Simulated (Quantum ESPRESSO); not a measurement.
Write the native input for Quantum ESPRESSO 7.5 that does the following.

| Quantity | Value |
| --- | --- |
| Task | work function |
| Functional | PBE |
| Potentials or basis | SG15 PBE 1.2 |
| Cutoff | 1020 eV |
| Density cutoff | 4082 eV |
| k mesh | 4 × 4 × 1 |
| Occupations | fermi-dirac, width 0.05 eV |
| Spin | no spin polarisation |
| Boundary across the vacuum | none |
| Mixing mode | local-TF |
| Mixing beta | 0.3 |
| Most SCF iterations | 150 |
| SCF threshold | 4e-09 Ry |

WSe, a slab with vacuum:

```xyz
4
Lattice="3.3179 0.0000 0.0000 -1.6590 2.8734 0.0000 0.0000 0.0000 31.6581" Properties=species:S:1:pos:R:3 pbc="T T T"
W     0.0000    0.0000    7.5000
Se    0.0000    1.9156    9.1623
Se    0.0000    1.9156   22.4959
W     0.0000    0.0000   24.1581
```

The input as run:

pw.in

```
&CONTROL
  calculation = 'scf'
  prefix = 'pwscf'
  outdir = './tmp'
  pseudo_dir = './pseudo'
  tprnfor = .true.
  disk_io = 'low'
/
&SYSTEM
  ibrav = 0
  celldm(1) = 8
  nat = 4
  ntyp = 2
  ecutwfc = 75
  nbnd = 45
  occupations = 'smearing'
  smearing = 'fd'
  degauss = 0.00367493
/
&ELECTRONS
  conv_thr = 4d-09
  electron_maxstep = 150
  mixing_beta = 0.3
  mixing_mode = 'local-TF'
/
ATOMIC_SPECIES
W    183.8400 W_ONCV_PBE-1.2.upf
Se    78.9710 Se_ONCV_PBE-1.2.upf
CELL_PARAMETERS alat
  0.7837491686898  -0.0000000000000   0.0000000000000
 -0.3918745843382   0.6787466902900   0.0000000000000
  0.0000000000000   0.0000000000000   7.4781523485247
ATOMIC_POSITIONS crystal
W      0.0000000000    0.0000000000    0.2369058772
Se     0.3333333300    0.6666666600    0.2894123711
Se     0.3333333300    0.6666666600    0.7105876289
W      0.0000000000    0.0000000000    0.7630941228
K_POINTS automatic
4 4 1 0 0 0
```

pp_density.in

```
&INPUTPP
  prefix = 'pwscf'
  outdir = './tmp'
  filplot = 'density.dat'
  plot_num = 0
/
&PLOT
  nfile = 1
  filepp(1) = 'density.dat'
  iflag = 3
  output_format = 6
  fileout = 'density.cube'
/
```

pp_potential.in

```
&INPUTPP
  prefix = 'pwscf'
  outdir = './tmp'
  filplot = 'potential.dat'
  plot_num = 11
/
&PLOT
  nfile = 1
  filepp(1) = 'potential.dat'
  iflag = 3
  output_format = 6
  fileout = 'potential.cube'
/
```

pp_elf.in

```
&INPUTPP
  prefix = 'pwscf'
  outdir = './tmp'
  filplot = 'elf.dat'
  plot_num = 8
/
&PLOT
  nfile = 1
  filepp(1) = 'elf.dat'
  iflag = 3
  output_format = 6
  fileout = 'elf.cube'
/
```

Potentials or basis: SG15 PBE 1.2.

Launch:

```console
$ OMP_NUM_THREADS=1 mpirun -n 2 pw.x -in pw.in > pw.out
$ OMP_NUM_THREADS=1 mpirun -n 1 pp.x -in pp_density.in > pp_density.out
$ OMP_NUM_THREADS=1 mpirun -n 1 pp.x -in pp_potential.in > pp_potential.out
$ OMP_NUM_THREADS=1 mpirun -n 1 pp.x -in pp_elf.in > pp_elf.out
```

Results of the run:

```
Largest force                          : 0.398 eV/Å
Ionisation potential of the upper face : 4.70 eV
Electron affinity of the upper face    : 4.39 eV
```

Caveat: the k mesh is coarse (spacing up to 0.55 Å⁻¹), so the values aren't converged.

Wall time 97 s on 2 MPI ranks on Arm Neoverse V1 (shared host), peak memory 0.4 GiB a rank.
